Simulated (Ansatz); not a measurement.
# La (La, fcc): the cost of one run

Computed with Ansatz 0.2.0 (DFT r2SCAN, plane waves (500 eV) with PAW, scalar-relativistic; the PAW data stem from PBE, with regenerated cores, unless a step says otherwise).

## (1) Starting point

It takes space group Fm-3m (No. 225, cubic). The conventional cell has a = 5.309 Å, b = 5.309 Å, c = 5.309 Å, α = 90.00°, β = 90.00°, γ = 90.00°. La (site symmetry m-3m) has 12 La at 3.75 Å as nearest neighbours.

Structure file:

```cif
data_structure
_symmetry_space_group_name_H-M 'Fm-3m'
_symmetry_Int_Tables_number 225
_cell_length_a 5.3093
_cell_length_b 5.3093
_cell_length_c 5.3093
_cell_angle_alpha 90.000
_cell_angle_beta 90.000
_cell_angle_gamma 90.000
_cell_volume 149.66
loop_
_atom_site_label
_atom_site_type_symbol
_atom_site_symmetry_multiplicity
_atom_site_Wyckoff_symbol
_atom_site_fract_x
_atom_site_fract_y
_atom_site_fract_z
_atom_site_occupancy
La1 La 4 a 0.00000 0.00000 0.00000 1
```

The atoms start with moments of +1 μB.

## (2) Geometry optimisation

Input file input.yaml:

```yaml
crystal:
  lattice:
    - [0.0, 2.6546496237, 2.6546496237]
    - [2.6546496237, 0.0, 2.6546496237]
    - [2.6546496237, 2.6546496237, 0.0]
  atoms:
    - { symbol: La, position: [0.0, 0.0, 0.0], spin: 1.0 }
hamiltonian:
  xc: r2scan
  pseudopotentials:
    kind: paw
    azcp:
      La: "pseudopotentials/La.paw.azcp"
basis:
  ecutwfc: 500
  fft_grid_basis: typed
kpoints:
  mp_grid: { grid: [10, 10, 10], shift: [0, 0, 0] }
magnetization:
  spin_polarized: true
scf:
  occupations: { method: fermi_dirac, width: 0.05 }
relax:
  max_steps: 60
  f_tol: 0.01
  cell: {}
output:
  write_density: true
  write_potential: true
  elf: true
  volumetric_format: npy
```

Launch:

```sh
$ ansatz run input.yaml --threads 2 --pin off --max-ram 6144MiB --backend cpu --events-out ev --progress --plain --runs-dir out
```

**Question.** How long does this run take on 2 threads of AMD EPYC 7R13 (Zen 3), shared host, and how much memory does it need?

About 14 s, with a peak of 0.5 GiB.
